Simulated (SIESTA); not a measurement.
**InAs under changes of volume**

One of the cells (27.489 Å³/atom); the others are scaled copies at fixed shape and fractional positions:

```
In As
1.0
     0.00000    3.01800    3.01800
     3.01800    0.00000    3.01800
     3.01800    3.01800    0.00000
In As
1 1
Direct
  0.00000 0.00000 0.00000
  0.75000 0.75000 0.75000
```

| Property | Result |
| --- | --- |
| Program | SIESTA 5.4.2 |
| Functional | RPBE |
| Potentials or basis | PseudoDojo 0.4 standard (PBE files) |
| Basis | DZP (energy shift 0.003 Ry; two zetas on semicore shells) |
| Grid cutoff | 500 Ry |
| Energy shift | 0.003 Ry |
| k mesh | 8 × 8 × 8 |
| Occupations | fermi-dirac, width 0.05 eV |
| Spin | no spin polarisation |

| volume (Å³/atom) | energy over the lowest point (meV/atom) | pressure (GPa) | gap on the mesh (eV) |
| --- | --- | --- | --- |
| 25.840 | ? | ? | ? |
| 26.389 | 96.77 | 9.5 | 0.35 |
| 26.939 | 67.35 | 7.7 | 0.23 |
| 27.489 | 43.65 | 6.2 | 0.11 |
| 28.039 | 24.67 | 4.8 | none |
| 28.588 | 10.30 | 3.6 | none |
| 29.138 | 0.00 | 2.5 | none |

Problem. What does the run at 25.840 Å³/atom give?

Solution. Energy over the lowest point 132.71 meV/atom; pressure 11.5 GPa; gap on the mesh 0.48 eV.

Worked out: A Birch-Murnaghan fit of order 3 (a polynomial in V^(-2/3)) to the other rows has no minimum within the range. It gives 132.10 meV/atom at 25.840 Å³/atom, against the run's 132.71, and -dE/dV = 11.3 GPa, against 11.5.

Energies are extrapolated to zero smearing.

Caveats: the potentials were made for another functional, which shifts forces and pressure; the basis of atomic orbitals isn't converged, which shifts pressures, moduli and gaps; spin-orbit coupling is left out, which moves the levels of the heavy elements (some runs).

A mesh can miss the band edges.

A gap of «none» marks a metal or a gap under the smearing width.
